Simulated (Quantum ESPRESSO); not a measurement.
The system is ZnAu.

```
Au Zn
1.0
     3.14700    0.00000    0.00000
     0.00000    3.14700    0.00000
     0.00000    0.00000    3.14700
Au Zn
1 1
Direct
  0.00000 0.00000 0.00000
  0.50000 0.50000 0.50000
```

- Program: Quantum ESPRESSO 7.5
- Task: single point
- Functional: PBE
- Potentials or basis: SSSP 1.3 efficiency PBE
- Cutoff: 816 eV
- Density cutoff: 5987 eV
- k mesh: 8 × 8 × 8
- Occupations: fermi-dirac, width 0.05 eV
- Spin: no spin polarisation

On this cell: pressure 4.7 GPa; largest force zero by symmetry; band gap on the k mesh none (metal or under the smearing width).

The same run follows on a disturbed copy (atoms moved at random, drawn with an rms of 0.05 Å):

```
Au Zn
1.0
     3.14700    0.00000    0.00000
     0.00000    3.14700    0.00000
     0.00000    0.00000    3.14700
Au Zn
1 1
Direct
  0.00445 0.99697 0.98940
  0.48516 0.51545 0.50244
```

Q: What does the disturbed cell give?

A: The energy (extrapolated to zero smearing) moves by +8.5 meV/atom; pressure 5.2 GPa; largest force 0.370 eV/Å; band gap on the k mesh none (metal or under the smearing width).

Forces on the atoms (eV/Å):
```
Au  -0.239  0.230  0.163
Zn   0.239 -0.230 -0.163
```

Stress tensor (GPa, compression positive):
```
 5.12 -0.35 -0.25
-0.35  5.13  0.24
-0.25  0.24  5.21
```
